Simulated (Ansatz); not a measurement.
AlN: frozen-core PAW against all-electron methods

```
CELL_PARAMETERS angstrom
3.13161 0.00000 0.00000
-1.56580 2.71205 0.00000
0.00000 0.00000 5.01097
ATOMIC_POSITIONS crystal
Al 0.33333 0.66667 0.00000
Al 0.66667 0.33333 0.50000
N 0.33333 0.66667 0.38500
N 0.66667 0.33333 0.88500
```

Atom numbers follow the list: Al1, Al2, N3, N4.

The cell is COD entry 9008860, as deposited and not checked against the literature; nothing was relaxed. The listed cell was then made from it by scaling, straining or moving an atom.

All numbers are computed: DFT, PBE, PAW with Ansatz's default frozen-core files, scalar-relativistic (Ansatz 0.2.0); DFT, PBE, all-electron PAW with datasets made for the crystal, scalar-relativistic (Ansatz 0.2.0); DFT, PBE, all-electron LAPW, scalar-relativistic (Ansatz 0.2.0).

For PAW: a Γ-centred 11×11×6 k mesh, Fermi–Dirac smearing of 0.02 eV, cutoff 420 eV, no spin polarisation. The crystal-made all-electron datasets (AE datasets) take a cutoff of 360 eV at this cell. LAPW targets a basis error of 1 meV/atom. The Ansatz runs share mesh, smearing and spin set-up. Plane-wave (PAW) pressures include the program's estimate of the Pulay term.

Stress and pressure are positive in compression.

The change that made this cell: volume scaled by 1.02.

| quantity | PAW | AE datasets | LAPW |
| --- | --- | --- | --- |
| pressure (GPa) | 0.06 | -0.03 | -0.03 |
| stress xx (GPa) | 0.52 | 0.42 | 0.42 |
| stress zz (GPa) | -0.85 | -0.93 | -0.93 |
| force on Al1, z (eV/Å) | 0.179 | 0.180 | 0.180 |
| force on N3, z (eV/Å) | -0.179 | -0.180 | -0.180 |
| band gap (eV) | 3.982 | 3.988 | 3.988 |

PAW's pressure differs from the LAPW value by +0.09 GPa.
